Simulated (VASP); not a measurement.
## AgCl in VASP 6.6.1, single-point calculation

INCAR

```
LDAU = .TRUE.
EDIFF = 1E-7
ENCUT = 500
GGA = PE
NELM = 120
IBRION = -1
LCHARG = .FALSE.
LREAL = .FALSE.
NBANDS = 16
LWAVE = .FALSE.
SIGMA = 0.02
LMAXMIX = 4
PREC = Accurate
LASPH = .TRUE.
ISMEAR = -1
LDAUTYPE = 2
LDAUJ = 0 0
NSW = 0
ISIF = 2
LDAUU = 5.0 0
LDAUL = 2 -1
```

KPOINTS

```
KPOINTS created by Atomic Simulation Environment
0
Gamma
8 8 8
0 0 0
```

POSCAR

```
Ag Cl
 1.0000000000000000
     0.0205536243000000    3.0137998757000002    3.0137998757000002
     3.0137998757000002    0.0205536243000000    3.0137998757000002
     3.0137998757000002    3.0137998757000002    0.0205536243000000
 Ag  Cl
   1   1
Cartesian
  0.0072516024876572  0.0072516024876572  0.0072516024876572
  1.5047867414373421  1.5047867414373421  1.5047867414373421
```

The recommended PBE PAW datasets give the neutral cell 18 valence electrons.

Command

```
mpirun -np 1 vasp_std
```

Task: How does this run end, and what does it give?

Result: It converged. Results: gap between bands v and c on the k mesh 2.18 eV; least direct gap on the k mesh 2.18 eV; pressure 0.7 GPa. Band v is the last that the valence electrons fill when counted band by band, and c is the next.

OSZICAR

```
N       E                     dE             d eps       ncg     rms          rms(c)
DAV:   1     0.101266346922E+03    0.10127E+03   -0.83360E+03  2128   0.950E+02
DAV:   2    -0.167260977961E+00   -0.10143E+03   -0.95827E+02  2560   0.214E+02
DAV:   3    -0.432472816637E+01   -0.41575E+01   -0.41478E+01  2656   0.454E+01
DAV:   4    -0.435976355191E+01   -0.35035E-01   -0.35033E-01  2688   0.445E+00
DAV:   5    -0.436036004513E+01   -0.59649E-03   -0.59649E-03  2608   0.569E-01    0.584E+00
DAV:   6    -0.424111366138E+01    0.11925E+00   -0.15996E-01  2560   0.508E+00    0.384E+00
DAV:   7    -0.424582372959E+01   -0.47101E-02   -0.12391E-01  2592   0.240E+00    0.148E+00
DAV:   8    -0.424775829101E+01   -0.19346E-02   -0.88738E-03  2640   0.959E-01    0.242E-01
DAV:   9    -0.424818447951E+01   -0.42619E-03   -0.11880E-03  2376   0.443E-01    0.478E-02
DAV:  10    -0.424842505834E+01   -0.24058E-03   -0.26178E-04  2568   0.140E-01    0.412E-02
DAV:  11    -0.424848313948E+01   -0.58081E-04   -0.60365E-05  2368   0.524E-02    0.776E-03
DAV:  12    -0.424848515874E+01   -0.20193E-05   -0.23170E-06  2768   0.149E-02    0.257E-03
DAV:  13    -0.424848556276E+01   -0.40402E-06   -0.81154E-07  2496   0.878E-03    0.114E-03
DAV:  14    -0.424848556588E+01   -0.31241E-08   -0.43851E-08  2216   0.208E-03
   1 F= -.42484856E+01 E0= -.42484856E+01  d E =-.160232E-10
```

Standard output (part)

```
POSCAR found type information on POSCAR AgCl
 POSCAR found :  2 types and       2 ions
 LDA part: xc-table for (Slater+PW92), standard interpolation
 POSCAR, INCAR and KPOINTS ok, starting setup
 WAVECAR not read
 entering main loop
```

For comparison, a separate PBE run of the intended cell, on usual settings and not on those above, gives a gap of 1.25 eV on its mesh and a pressure of 0.7 GPa.
